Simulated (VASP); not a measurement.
Runs of VASP 6.6.1 on TePb. The structure is cubic, space group Fm-3m (No. 225). The conventional cell has a = 6.443 Å, b = 6.443 Å, c = 6.443 Å, α = 90.00°, β = 90.00°, γ = 90.00°. Te (site symmetry m-3m) has 6 Pb at 3.22 Å as nearest neighbours. Around Pb (site symmetry m-3m) lie 6 Te at 3.22 Å. 

```tsv
task	cell	k mesh	cutoff (eV)	smearing	gap on the mesh (eV)	pressure (GPa)
single point	Fm-3m, 33.43 Å³/atom	8 × 8 × 8	520	gaussian 0.02 eV	0.65	0.0
single point	Fm-3m, 33.73 Å³/atom	6 × 6 × 6	520	gaussian 0.1 eV	(a)	-0.4
relaxation of cell and atoms	relaxed from: cell and atoms relaxed tightly for response	8 × 8 × 8	600	gaussian 0.01 eV	0.65	0.0
relaxation of cell and atoms	relaxed	8 × 8 × 8	600	gaussian 0.02 eV	0.65	0.0
single point	cell and atoms relaxed tightly for response	8 × 8 × 8	520	gaussian 0.01 eV	0.65	0.0
```

Alike in all rows: level PBEsol; potentials or basis VASP PAW PBE potentials, release 64 (Te, Pb_d); no spin polarisation.

Question: Fill in the values left out.

Answer: (a) 0.67.

Caveats: the PAW data sets were made with another functional, which shifts forces and pressure a little; spin-orbit coupling is left out, which as a rule narrows the gap of such compounds by several tenths of an eV; the relaxation stopped at its first step, so nothing moved (some runs).

A k mesh can miss the band edges, and the runs leave out spin-orbit coupling on Pb, Te.
